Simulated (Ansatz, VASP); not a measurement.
# Cross-check of Ga13Sb13H30 (GaSb wire along [111], 26 atoms a period, H-terminated) between VASP and Ansatz

Aim: how closely do two programs agree when they are given the same cell, functional and k mesh? The cell is taken from a series of runs on this material, whose earlier steps may have relaxed, scaled, displaced or heated it; both programs get it as it stands.

Calculated with Ansatz 0.2.0; plane waves, with VASP 6.6.1 beside it; single point at PBE.

### Step 1. Starting point

The cell holds 56 atoms: 13 Ga, 13 Sb and 30 H. Cell: a = 18.440 Å, b = 17.545 Å, c = 10.665 Å, α = 90.0°, β = 90.0°, γ = 90.0°. Vacuum lies along a and b. The structure's axis is c.

### Step 2. VASP: single point, PBE

With cell and atoms fixed, the geometry can't cause a difference; cores, projectors, grids and the points listed under the comparison can.

Lines of VASP's logs that name or quote its potential files are left out, and so is its time.

INCAR

```
SYSTEM = Ga13Sb13H30
PREC = Accurate
ENCUT = 400
EDIFF = 1E-06
NELM = 120
ISMEAR = -1
SIGMA = 0.05
LREAL = Auto
ALGO = Normal
GGA = PE
NBANDS = 176
LORBIT = 11
LWAVE = .FALSE.
LCHARG = .FALSE.
ISIF = 2
LASPH = .TRUE.
GGA_COMPAT = .FALSE.
EFERMI = MIDGAP
KPAR = 4
```

POSCAR

```
Ga13Sb13H30
1.0
   18.4400000000      0.0000000000      0.0000000000
    0.0000000000     17.5450000000      0.0000000000
    0.0000000000      0.0000000000     10.6646449077
Ga Sb H
13 13 30
Direct
    0.3834334760      0.4247849990      0.0087757440
    0.6165665240      0.4247849990      0.0087757440
    0.3743183440      0.5717225020      0.3434549360
    0.5000000000      0.3428786310      0.3434028670
    0.6256816560      0.5717225020      0.3434549360
    0.2492043030      0.5061585610      0.6474166360
    0.3834943550      0.2617198960      0.6474507190
    0.3657269370      0.7183654950      0.6474109500
    0.5000000000      0.4954328610      0.6582609740
    0.6342730630      0.7183654950      0.6474109500
    0.6165056450      0.2617198960      0.6474507190
    0.7507956970      0.5061585610      0.6474166360
    0.5000000000      0.6369904840      0.0087206760
    0.3887107370      0.4279059060      0.2579851570
    0.5000000000      0.6305226250      0.2579478470
    0.6112892630      0.4279059060      0.2579851570
    0.3779452210      0.5694923460      0.5922993280
    0.5000000000      0.3472915260      0.5922600620
    0.6220547790      0.5694923460      0.5922993280
    0.2647861940      0.4867738990      0.9033480110
    0.3751742720      0.2857979530      0.9032902330
    0.3895670630      0.7139434040      0.9033088420
    0.5000000000      0.4954971450      0.9133581600
    0.6104329370      0.7139434040      0.9033088420
    0.6248257280      0.2857979530      0.9032902330
    0.7352138060      0.4867738990      0.9033480110
    0.3078489720      0.6119982690      0.2797750150
    0.5000000000      0.2622203440      0.2797675470
    0.6921510280      0.6119982690      0.2797750150
    0.3113102580      0.3809252360      0.3020930370
    0.5000000000      0.7244392830      0.3021640690
    0.6886897420      0.3809252360      0.3020930370
    0.1895545840      0.5689159560      0.6360743410
    0.2422896290      0.4217278050      0.6033979620
    0.3104654690      0.2974899700      0.6031156850
    0.2841596910      0.7411733820      0.6361202210
    0.4054478380      0.1760405680      0.6363556520
    0.4318235450      0.7668050070      0.6031948380
    0.5681764550      0.7668050070      0.6031948380
    0.5945521620      0.1760405680      0.6363556520
    0.7158403090      0.7411733820      0.6361202210
    0.6895345310      0.2974899700      0.6031156850
    0.7577103710      0.4217278050      0.6033979620
    0.8104454160      0.5689159560      0.6360743410
    0.1953917980      0.4358348610      0.9699315270
    0.2495532770      0.5679878170      0.9879473000
    0.2985328460      0.2480211380      0.9698456110
    0.3150549600      0.6871559920      0.9879369680
    0.3968044880      0.8025811430      0.9698509120
    0.4345000950      0.2313236400      0.9878586460
    0.5654999050      0.2313236400      0.9878586460
    0.6031955120      0.8025811430      0.9698509120
    0.6849450400      0.6871559920      0.9879369680
    0.7014671540      0.2480211380      0.9698456110
    0.7504467230      0.5679878170      0.9879473000
    0.8046082020      0.4358348610      0.9699315270
```

KPOINTS

```
Automatic mesh
0
Gamma
1 1 8
0 0 0
```

PAW data sets: Ga_d, Sb and H (PBE family, release 64).

The run is started by

```
> mpirun -np 8 vasp_std
```

Numbers of over 12 decimals in the logs are rounded to 6 here.

The log of the run:

```text
[banner, memory and clock lines left out]
running    8 mpi-ranks, on    1 nodes
[...]
|                                                                             |
|           W    W    AA    RRRRR   N    N  II  N    N   GGGG   !!!           |
|           W    W   A  A   R    R  NN   N  II  NN   N  G    G  !!!           |
|           W    W  A    A  R    R  N N  N  II  N N  N  G       !!!           |
|           W WW W  AAAAAA  RRRRR   N  N N  II  N  N N  G  GGG   !            |
|           WW  WW  A    A  R   R   N   NN  II  N   NN  G    G                |
|           W    W  A    A  R    R  N    N  II  N    N   GGGG   !!!           |
|                                                                             |
|     For optimal performance we recommend to set                             |
|       NCORE = 2 up to number-of-cores-per-socket                            |
|     NCORE specifies how many cores store one orbital (NPAR=cpu/NCORE).      |
|     This setting can greatly improve the performance of VASP for DFT.       |
|     The default, NCORE=1 might be grossly inefficient on modern             |
|     multi-core architectures or massively parallel machines. Do your        |
|     Unfortunately you need to use the default for GW and RPA                |
|     calculations (for HF NCORE is supported but not extensively tested      |
|     yet).                                                                   |
|                                                                             |

 LDA part: xc-table for (Slater+PW92), standard interpolation
 POSCAR, INCAR and KPOINTS ok, starting setup
[...]
entering main loop
       N       E                     dE             d eps       ncg     rms          rms(c)
DAV:   1     0.153685946306E+04    0.15369E+04   -0.88591E+04  2160   0.984E+02
DAV:   2    -0.440722747555E+01   -0.15413E+04   -0.14911E+04  2456   0.246E+02
DAV:   3    -0.181993151466E+03   -0.17759E+03   -0.17612E+03  2224   0.919E+01
DAV:   4    -0.194027989976E+03   -0.12035E+02   -0.12012E+02  2432   0.264E+01
[...]
DAV:  25    -0.184992887942E+03   -0.65915E-05   -0.26468E-07  1376   0.151E-03    0.368E-04
DAV:  26    -0.184992893034E+03   -0.50924E-05   -0.42423E-07  1280   0.137E-03    0.473E-04
DAV:  27    -0.184992893648E+03   -0.61353E-06   -0.10479E-07  1584   0.989E-04
   1 F= -.18499289E+03 E0= -.18499289E+03  d E =-.958805E-09
```

OUTCAR, selected parts (step 2):

```text
  Total       -1.1062507     -1.1143023     -1.5343623      0.0000000     -0.0070981      0.0000000
  in kB       -0.5136928     -0.5174315     -0.7124884      0.0000000     -0.0032961      0.0000000
  external PRESSURE =      -0.5812042 kB  Pullay stress =       0.0000000 kB

 POSITION                                       TOTAL-FORCE (eV/Angst)
 -----------------------------------------------------------------------------------
      7.07051      7.45285      0.09359        -0.021783     -0.012553     -0.010807
     11.36949      7.45285      0.09359         0.021783     -0.012553     -0.010807
      6.90243     10.03087      3.66282        -0.019516      0.011660     -0.023479
      9.22000      6.01581      3.66227         0.000000     -0.022752     -0.023114
     11.53757     10.03087      3.66282         0.019516      0.011660     -0.023479
      4.59533      8.88055      6.90447        -0.020853     -0.004177      0.004870
      7.07164      4.59188      6.90483        -0.013632     -0.015871      0.004776
      6.74400     12.60372      6.90441        -0.006569      0.020756      0.005248
      9.22000      8.69237      7.02012         0.000000      0.001153      0.000067
     11.69600     12.60372      6.90441         0.006569      0.020756      0.005248
     11.36836      4.59188      6.90483         0.013632     -0.015871      0.004776
     13.84467      8.88055      6.90447         0.020853     -0.004177      0.004870
      9.22000     11.17600      0.09300         0.000000      0.025679     -0.009020
      7.16783      7.50761      2.75132         0.101402      0.054270     -0.012249
[...]
-----------------------------------------------------------------------------------
    total drift:                                0.000000      0.008324     -0.003718

  FREE ENERGIE OF THE ION-ELECTRON SYSTEM (eV)
  ---------------------------------------------------
  free  energy   TOTEN  =      -184.9928936475 eV

  energy  without entropy=     -184.9928936466  energy(sigma->0) =     -184.99289365

[... 3 further parts left out ...]
[key lines of the parts left out:]
E-fermi :  -2.1177
```

### Step 3. Ansatz: single point, PBE

Ansatz runs on its PAW soft_1 files.

The same cell, functional, mesh and smearing now go to Ansatz, which takes its cutoff from its data sets.

input.yaml

```yaml
crystal:
  lattice:
    - [18.44, 0.0, 0.0]
    - [0.0, 17.545, 0.0]
    - [0.0, 0.0, 10.6646449077]
  atoms:
    - { symbol: Ga, position: [0.383433476, 0.424784999, 0.008775744] }
    - { symbol: Ga, position: [0.616566524, 0.424784999, 0.008775744] }
    - { symbol: Sb, position: [0.388710737, 0.427905906, 0.257985157] }
    - { symbol: Sb, position: [0.5, 0.630522625, 0.257947847] }
    - { symbol: Sb, position: [0.611289263, 0.427905906, 0.257985157] }
    - { symbol: H, position: [0.307848972, 0.611998269, 0.279775015] }
    - { symbol: H, position: [0.5, 0.262220344, 0.279767547] }
    - { symbol: H, position: [0.692151028, 0.611998269, 0.279775015] }
    - { symbol: H, position: [0.311310258, 0.380925236, 0.302093037] }
    - { symbol: H, position: [0.5, 0.724439283, 0.302164069] }
    - { symbol: H, position: [0.688689742, 0.380925236, 0.302093037] }
    - { symbol: Ga, position: [0.374318344, 0.571722502, 0.343454936] }
    - { symbol: Ga, position: [0.5, 0.342878631, 0.343402867] }
    - { symbol: Ga, position: [0.625681656, 0.571722502, 0.343454936] }
    - { symbol: Sb, position: [0.377945221, 0.569492346, 0.592299328] }
    - { symbol: Sb, position: [0.5, 0.347291526, 0.592260062] }
    - { symbol: Sb, position: [0.622054779, 0.569492346, 0.592299328] }
    - { symbol: H, position: [0.189554584, 0.568915956, 0.636074341] }
    - { symbol: H, position: [0.242289629, 0.421727805, 0.603397962] }
    - { symbol: H, position: [0.310465469, 0.29748997, 0.603115685] }
    - { symbol: H, position: [0.284159691, 0.741173382, 0.636120221] }
    - { symbol: H, position: [0.405447838, 0.176040568, 0.636355652] }
    - { symbol: H, position: [0.431823545, 0.766805007, 0.603194838] }
    - { symbol: H, position: [0.568176455, 0.766805007, 0.603194838] }
    - { symbol: H, position: [0.594552162, 0.176040568, 0.636355652] }
    - { symbol: H, position: [0.715840309, 0.741173382, 0.636120221] }
    - { symbol: H, position: [0.689534531, 0.29748997, 0.603115685] }
    - { symbol: H, position: [0.757710371, 0.421727805, 0.603397962] }
    - { symbol: H, position: [0.810445416, 0.568915956, 0.636074341] }
    - { symbol: Ga, position: [0.249204303, 0.506158561, 0.647416636] }
    - { symbol: Ga, position: [0.383494355, 0.261719896, 0.647450719] }
    - { symbol: Ga, position: [0.365726937, 0.718365495, 0.64741095] }
    - { symbol: Ga, position: [0.5, 0.495432861, 0.658260974] }
    - { symbol: Ga, position: [0.634273063, 0.718365495, 0.64741095] }
    - { symbol: Ga, position: [0.616505645, 0.261719896, 0.647450719] }
    - { symbol: Ga, position: [0.750795697, 0.506158561, 0.647416636] }
    - { symbol: Sb, position: [0.264786194, 0.486773899, 0.903348011] }
    - { symbol: Sb, position: [0.375174272, 0.285797953, 0.903290233] }
    - { symbol: Sb, position: [0.389567063, 0.713943404, 0.903308842] }
    - { symbol: Sb, position: [0.5, 0.495497145, 0.91335816] }
    - { symbol: Sb, position: [0.610432937, 0.713943404, 0.903308842] }
    - { symbol: Sb, position: [0.624825728, 0.285797953, 0.903290233] }
    - { symbol: Sb, position: [0.735213806, 0.486773899, 0.903348011] }
    - { symbol: H, position: [0.195391798, 0.435834861, 0.969931527] }
    - { symbol: H, position: [0.249553277, 0.567987817, 0.9879473] }
    - { symbol: H, position: [0.298532846, 0.248021138, 0.969845611] }
    - { symbol: H, position: [0.31505496, 0.687155992, 0.987936968] }
    - { symbol: H, position: [0.396804488, 0.802581143, 0.969850912] }
    - { symbol: H, position: [0.434500095, 0.23132364, 0.987858646] }
    - { symbol: H, position: [0.565499905, 0.23132364, 0.987858646] }
    - { symbol: H, position: [0.603195512, 0.802581143, 0.969850912] }
    - { symbol: H, position: [0.68494504, 0.687155992, 0.987936968] }
    - { symbol: H, position: [0.701467154, 0.248021138, 0.969845611] }
    - { symbol: H, position: [0.750446723, 0.567987817, 0.9879473] }
    - { symbol: H, position: [0.804608202, 0.435834861, 0.969931527] }
    - { symbol: Ga, position: [0.5, 0.636990484, 0.008720676] }
kpoints:
  mp_grid: { grid: [1, 1, 8] }
  band_path: { path: ["Γ", Z], npoints: 90 }
scf:
  occupations: { method: fermi_dirac, width: 0.05 }
hamiltonian:
  xc: pbe
  pseudopotentials: { kind: paw, azcp: { folder: soft_1 } }
output:
  dos: { e_range: [-5, 4] }
  write_potential: true
  write_density: true
  volumetric_format: npy
```

The run is started by

```
> ansatz run input.yaml --threads 8 --pin off --max-ram 16384MiB --backend cpu --events-out ev --progress --plain --runs-dir out
```

The log of the run:

```text
Engine: ansatz 0.2.0, aarch64-unknown-linux-gnu
Pseudopotentials: kind: paw
Pseudopotential: Ga, paw, valence charge 13, recommended cutoff 420 eV (normal), soft_1/Ga.paw.azcp
Pseudopotential: Sb, paw, valence charge 15, recommended cutoff 420 eV (normal), soft_1/Sb.paw.azcp
Pseudopotential: H, paw, valence charge 1, recommended cutoff 420 eV (normal), soft_1/H.paw.azcp
Functional definition: PBE
  parameter kappa = 0.804
  parameter beta = 0.066725
  exchange = pbe_x(kappa = kappa, mu = beta*pi^2/3)
  correlation = pbe_c(beta = beta)
Crystal: 56 atoms, lattice volume = 3450.330 Å³
Basis set: ecut = 420 eV, 67477 PW (Γ)
Bands: 253, of which v1, the nominal top of the filled ones, is band 197 counted from 1 (196 counted from 0)
Symmetry: 2 space group operations
Space group: Pm (ITA 6), of the structure as read, at distance tolerance 1.5e-4 Å
k-points: 5 of 8 (time reversal used)
Non-local potential: Ga, projectors of the file, l = 0: 2, l = 1: 2, l = 2: 3, l = 3: 1
Non-local potential: Sb, projectors of the file, l = 0: 2, l = 1: 2, l = 2: 2, l = 3: 1
Non-local potential: H, projectors of the file, l = 0: 2, l = 1: 1
PAW form: soft (Blöchl's): semilocal exchange-correlation on the pseudo side does not see the compensation charge
PAW one-centre angular grid: Ga, 590 points (default); XC on 64 Gauss nodes
PAW one-centre angular grid: Sb, 590 points (default); XC on 64 Gauss nodes
PAW one-centre angular grid: H, 110 points (default); XC on 64 Gauss nodes
Initial density: superposition of atomic densities (neutral atoms: chi_scale 0, normalization atom)
Initial wavefunctions: pseudopotential atomic-orbital guess
Functional: x = pbe(κ = 0.804, μ = 0.219515), c = pbe(β = 0.066725)
SCF iter   1: F=—  HF=-133955.833172 eV  |F-HF|=—  |Δ(HF+E_count)|=         —  Δρ=2.95e-2  dr2=2.88e1  ethr=3.10e-3  ⟨swp⟩=7.0  Hψ=5752  notcnv=0  defer=50
preconditioner: auto → Resta (q_TF=auto, 1.900 Å⁻¹)  ε∞=1.6  [insulator: Δε(μ)=2.131 eV  Ē_g=13.298 eV  σ=0.050 eV  W_gap=1.00  n_scr=406 (ndim 8)  ℏωp=10.3 eV  f_vac=0.624  D(μ)=0.00/eV (n_scr^D=0)  ε∞_Penn≈1.6  vacuum switching on, ρ_ref=1.3e-2 e/Å³]
SCF iter   2: F=—  HF=-133948.486853 eV  |F-HF|=—  |Δ(HF+E_count)|=    7.35e0  Δρ=1.18e-2  dr2=5.49e0  ethr=3.10e-3  ⟨swp⟩=3.0  Hψ=1817  notcnv=0  defer=234
SCF iter   3: F=—  HF=-133947.765920 eV  |F-HF|=—  |Δ(HF+E_count)|=   7.21e-1  Δρ=4.33e-3  dr2=2.91e0  ethr=1.39e-3  ⟨swp⟩=3.8  Hψ=2164  notcnv=0  defer=234
SCF iter   4: F=—  HF=-133947.188008 eV  |F-HF|=—  |Δ(HF+E_count)|=   5.78e-1  Δρ=1.36e-3  dr2=8.77e-2  ethr=7.38e-4  ⟨swp⟩=3.2  Hψ=1892  notcnv=0  defer=234
SCF iter   5: F=—  HF=-133947.187589 eV  |F-HF|=—  |Δ(HF+E_count)|=   4.18e-4  Δρ=6.38e-4  dr2=9.21e-3  ethr=2.23e-5  ⟨swp⟩=2.0  Hψ=1811  notcnv=0  defer=234
SCF iter   6: F=—  HF=-133947.189914 eV  |F-HF|=—  |Δ(HF+E_count)|=   2.32e-3  Δρ=1.87e-4  dr2=1.13e-3  ethr=2.34e-6  ⟨swp⟩=2.0  Hψ=1691  notcnv=0  defer=234
SCF iter   7: F=—  HF=-133947.190493 eV  |F-HF|=—  |Δ(HF+E_count)|=   5.79e-4  Δρ=5.51e-5  dr2=2.41e-4  ethr=2.86e-7  ⟨swp⟩=2.0  Hψ=1781  notcnv=0  defer=234
SCF iter   8: F=—  HF=-133947.190528 eV  |F-HF|=—  |Δ(HF+E_count)|=   3.49e-5  Δρ=1.72e-5  dr2=1.55e-5  ethr=6.11e-8  ⟨swp⟩=2.0  Hψ=1739  notcnv=0  defer=234
SCF iter   9: F=—  HF=-133947.190363 eV  |F-HF|=—  |Δ(HF+E_count)|=   1.65e-4  Δρ=9.01e-6  dr2=2.44e-6  ethr=3.93e-9  ⟨swp⟩=2.0  Hψ=1709  notcnv=0  defer=234
SCF iter  10: F=—  HF=-133947.190366 eV  |F-HF|=—  |Δ(HF+E_count)|=   2.83e-6  Δρ=2.69e-6  dr2=4.84e-7  ethr=6.18e-10  ⟨swp⟩=2.0  Hψ=1781  notcnv=0  defer=234
SCF iter  11: F=-133947.190366 eV  HF=-133947.190366 eV  |F-HF|=2.33e-8  |Δ(HF+E_count)|=   3.63e-7  Δρ=8.60e-7  dr2=6.86e-8  ethr=2.54e-11  ⟨swp⟩=16.2  Hψ=6684  notcnv=0
SCF 1 converged in 11 iterations: F = -133947.190366 eV  dr2 = 6.86e-8
  greatest PAW one-centre occupation: 0.995 electrons in one spin orbital (limit 2), on the Sb atom at site 42 (counted from 0), in its partial waves of l = 2
NSCF: frozen V_eff on 91 k-points
[...]
k-point 1: bands = [... 193 lower, -2.9769, -2.9534, -2.9533, -2.5686, -0.3732, -0.1129, 0.0733, 0.0737, ... 52 higher]
  k-point 2: bands = [... 193 lower, -2.9716, -2.9419, -2.9417, -2.7725, -0.2724, -0.0944, -0.0862, -0.0853, ... 52 higher]
  k-point 4: bands = [... 193 lower, -3.0067, -2.9664, -2.9615, -2.9610, -0.2746, -0.2735, -0.0856, -0.0710, ... 52 higher]
```

### Step 4. Differences

Known differences besides the potentials themselves: the data sets hold 394 valence electrons in Ansatz (on its PAW soft_1 files) and 264 in VASP; the cutoff is 420 eV in Ansatz and 400 eV in VASP (PREC = Accurate, projectors in real space). Total energies have different zeros and are not compared.

Compared:

```csv
quantity,Ansatz,VASP,difference
gap on the k mesh (eV),2.082,2.080,+0.002
```

A gap on the mesh is an upper bound, since the band edges may lie between its points.

### Step 5. What came out

```
difference in gap on the k mesh (single point, PBE) : 0.0025 eV
```

What this shows: The difference in gap on the k mesh is 0.0025 eV (single point, PBE), within the 0.08 eV picked in this series as the mark of a large difference. The data sets hold unlike numbers of valence electrons (394 in Ansatz and 264 in VASP), so part of the differences comes from the potentials. How closely two codes agree says nothing of how well the functional describes the real material.

[Lines on the potential files, build, host, timing and source positions are cut from VASP's logs without a mark.]

[Logs are printed without paths, hosts, clocks, repeated set-up lines and the standing remarks that a program may print on its own settings, such as how far it seeks lower states.]

[Hosts, paths, dates, database ids (printed as entryN), source tags and the programs' standing remarks are cut or masked in the printed files.]
